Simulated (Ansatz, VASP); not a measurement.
**Ru in VASP and in Ansatz**

```xyz
1
Lattice="2.3501 0.0000 0.0000 0.0000 2.3501 0.0000 0.0000 0.0000 2.3501" Properties=species:S:1:pos:R:3 pbc="T T T"
Ru    0.0000    0.0000    0.0000
```

Change from the starting cell: volume scaled by 0.85, PAW files.

Alike in both runs: task single point; functional PBEsol; k mesh 15 × 15 × 15; occupations fermi-dirac, width 0.1 eV; no spin polarisation.

|  | VASP | Ansatz |
| --- | --- | --- |
| version | VASP 6.6.1 | Ansatz 0.2.0 |
| potentials or method | VASP PAW PBE potentials, release 64 (Ru_pv) | PAW with Ansatz's default frozen-core files, scalar-relativistic |
| plane-wave cutoff (eV) | 520 | 420 |
| valence electrons in the cell | 14 | 16 |

```csv
,VASP,Ansatz,Ansatz less VASP
pressure (GPa),59.5,58.5,-0.93
```

The functional is the same, so the differences come from potentials, cutoffs and numerics. The two sets of potentials don't hold the same shells in valence.

Caveats: so large a pressure means that the cell lies far from this level's equilibrium, or that cutoff or potentials fall short (VASP); the potentials were made for another functional, which shifts forces and pressure (VASP).
